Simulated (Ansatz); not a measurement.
How far is this HgH₃ from the hull?

These are results of Ansatz, DFT PBE, scalar-relativistic, plane waves, PAW, not measurements. Settings: cutoff 420 eV, Γ-centred meshes spaced at most about 0.3 Å⁻¹, and about 0.25 Å⁻¹ or finer for metals (2π included), Gaussian smearing. No spin polarisation.

Formation energies are uncorrected and refer to the elements' standard structures at the same level (H₂ as a molecule). The references include crystalline Hg.

Temperature and zero-point effects are left out. Weakly bound directions are ill-defined at this level, which has no dispersion term. These runs have no spin–orbit coupling, which can matter for Hg. With hydrogen, zero-point motion can shift formation energies by some tens of meV/atom.

The only competitors are the elements: no database compound of this system was among the rivals.

The candidate was reached from: Tb3Pr type (P-6m2).

```cif
data_structure
_symmetry_space_group_name_H-M 'P-6m2'
_symmetry_Int_Tables_number 187
_cell_length_a 5.3991
_cell_length_b 5.3991
_cell_length_c 3.8328
_cell_angle_alpha 90.000
_cell_angle_beta 90.000
_cell_angle_gamma 120.000
_cell_volume 96.76
loop_
_atom_site_label
_atom_site_type_symbol
_atom_site_symmetry_multiplicity
_atom_site_Wyckoff_symbol
_atom_site_fract_x
_atom_site_fract_y
_atom_site_fract_z
_atom_site_occupancy
Hg1 Hg 1 a 0.00000 0.00000 0.00000 1
H1 H 1 b 0.00000 0.00000 0.50000 1
H2 H 2 i 0.66667 0.33333 0.40178 1
```

Question: Is it stable, and against what?

Answer: Not stable. Its formation energy is 0.218 eV/atom. The lowest competing mixture at this composition is this:

| phase | space group | source | share of atoms | ΔE_f (eV/atom) |
| --- | --- | --- | --- | --- |
| Hg | - | element | 0.2500 | -0.0188 |
| H₂ gas | - | element | 0.7500 | 0.000 |

The lowest database cell of Hg (-0.0188) lies slightly below the reference, hence the non-zero entry.

The mixture lies at -0.005 eV/atom, and the candidate lies 0.22 eV/atom above it. The candidate matches no cell in the subsets of the Crystallography Open Database and the Materials Project at hand. Such a cell could exist only far from equilibrium. It holds H–H pairs as short as in free H₂ molecules (shortest 0.75 Å).
